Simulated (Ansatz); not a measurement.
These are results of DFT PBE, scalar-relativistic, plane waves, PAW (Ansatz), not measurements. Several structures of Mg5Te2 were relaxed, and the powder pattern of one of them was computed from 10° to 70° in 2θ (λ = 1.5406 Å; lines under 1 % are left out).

Cu Kα1 powder pattern (kinematic, no thermal factors).
| 2θ (°) | relative intensity |
| --- | --- |
| 13.91 | 2 |
| 19.70 | 21 |
| 19.71 | 71 |
| 24.20 | 2 |
| 28.01 | 60 |
| 28.02 | 18 |
| 34.49 | 100 |
| 40.02 | 17 |
| 40.05 | 33 |
| 44.99 | 16 |
| 45.01 | 10 |
| 45.02 | 16 |
| 49.56 | 7 |
| 49.58 | 24 |
| 57.90 | 22 |
| 57.92 | 11 |
| 61.79 | 13 |
| 61.80 | 4 |
| 61.81 | 3 |
| 65.51 | 5 |
| 65.55 | 5 |
| 65.56 | 3 |
| 69.15 | 13 |
| 69.19 | 25 |

Task: Which structure gives it?
A.

Space group P-3m1 (No. 164). a = 4.243 Å, b = 4.243 Å, c = 12.381 Å, α = 90.00°, β = 90.00°, γ = 120.00°
```
atom  site  symmetry       x       y       z
  Mg    2d       3m. 0.3333  0.6667  0.7226
  Mg    2d       3m. 0.6667  0.3333  0.5676
  Mg    1a      -3m. 0.0000  0.0000  0.0000
  Te    2d       3m. 0.6667  0.3333  0.8592
```

B.

Space group R3m:H (No. 160). a = 6.071 Å, b = 6.071 Å, c = 17.183 Å, α = 90.00°, β = 90.00°, γ = 120.00°
```
atom  site  symmetry       x       y       z
  Mg    9b        .m  0.5027  0.4973  0.0294
  Mg    3a        3m  0.3333  0.6667  0.1942
  Mg    3a        3m  0.6667  0.3333  0.1869
  Te    3a        3m  0.0000  0.0000  0.2250
  Te    3a        3m  0.0000  0.0000  0.0180
```

C.

Space group R-3m:H (No. 166). a = 4.171 Å, b = 4.171 Å, c = 38.626 Å, α = 90.00°, β = 90.00°, γ = 120.00°
| atom | site | symmetry | x | y | z |
| --- | --- | --- | --- | --- | --- |
| Mg | 6c | 3m | 0.6667 | 0.3333 | 0.7559 |
| Mg | 3a | -3m | 0.0000 | 0.0000 | 0.0000 |
| Mg | 6c | 3m | 0.3333 | 0.6667 | 0.8087 |
| Te | 6c | 3m | 0.0000 | 0.0000 | 0.7121 |

D.

Space group P4/mmm (No. 123). a = 6.363 Å, b = 6.363 Å, c = 4.503 Å, α = 90.00°, β = 90.00°, γ = 90.00°
```
atom  site  symmetry       x       y       z
  Mg    4j      m.2m  0.7585  0.7585  0.0000
  Mg    1d     4/mmm  0.5000  0.5000  0.5000
  Te    2e      mmm. 0.5000  0.0000  0.5000
```

Result: D. Its strongest line, at 2θ = 34.49°, has d = λ/(2 sin θ) = 2.598 Å and is the (2 0 1) reflection of the conventional P4/mmm cell with a = 6.363 Å, c = 4.503 Å. The others have their strongest lines at 28.2° (A); 17.6° (B); 29.5° (C).

The cells needn't be stable.
